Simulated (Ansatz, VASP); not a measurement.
# Two plane-wave programs on Re

```
CELL_PARAMETERS angstrom
2.77687 0.00000 0.00000
-1.38844 2.40484 0.00000
0.00000 0.00000 4.47881
ATOMIC_POSITIONS crystal
Re 0.33333 0.66667 0.25000
Re 0.66667 0.33333 0.75000
```

Alike in both runs: task single point; functional PBE; k mesh 13 × 13 × 7; occupations fermi-dirac, width 0.3 eV; no spin polarisation.

|  | VASP | Ansatz |
| --- | --- | --- |
| version | VASP 6.6.1 | Ansatz 0.2.0 |
| potentials or method | VASP PAW PBE potentials, release 64 (Re) | plane waves (420 eV) with PAW, scalar-relativistic |
| plane-wave cutoff (eV) | 520 | 420 |
| valence electrons in the cell | 14 | 30 |

```tsv
	VASP	Ansatz	Ansatz less VASP
pressure (GPa)	1.1	1.6	+0.47
largest component of the traceless stress (GPa)	1.08	0.98	-0.100
```

The two sets of potentials don't hold the same shells in valence.

The runs have no spin-orbit coupling, so splittings on Re are missing.
